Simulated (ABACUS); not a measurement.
Bi under changes of volume

One of the cells (34.026 Å³/atom); the others are scaled copies at fixed shape and fractional positions:

```
CELL_PARAMETERS angstrom
3.48860 -3.13258 0.00000
3.48860 3.13258 0.00000
-1.26023 0.00000 3.11355
ATOMIC_POSITIONS crystal
Bi 0.75306 0.75306 0.85738
Bi 0.24694 0.24694 0.14262
```

This isn't the form of Bi at room conditions, which is rhombohedral.

- Program: ABACUS 3.10.1
- Functional: PBE
- Potentials or basis: PseudoDojo NC SR 0.4.1 PBE standard
- Cutoff: 898 eV
- Density cutoff: 3592 eV
- Basis: plane waves
- k mesh: 6 × 6 × 9
- Occupations: fermi-dirac, width 0.05 eV
- Spin: no spin polarisation

```tsv
volume (Å³/atom)	energy over the lowest point (meV/atom)	pressure (GPa)	largest force (eV/Å)
31.984	21.68	3.5	0.059
32.665	?	?	?
33.345	2.39	1.0	0.011
34.026	0.00	0.0	0.036
34.706	1.77	-0.9	0.063
35.387	7.24	-1.7	0.089
36.067	16.02	-2.5	0.113
```

Problem. What does the run at 32.665 Å³/atom give?

Solution. Energy over the lowest point 9.43 meV/atom; pressure 2.2 GPa; largest force 0.027 eV/Å.

Worked out: A Birch-Murnaghan fit of order 3 (a polynomial in V^(-2/3)) to the other rows has its minimum at 34.06 Å³/atom with B0 = V·E''(V) = 49 GPa and B' = 4.7 at fixed shape and positions, which overstates the stiffness. It gives 9.42 meV/atom at 32.665 Å³/atom, against the run's 9.43, and -dE/dV = 2.2 GPa, against 2.2.

Energies are extrapolated to zero smearing.
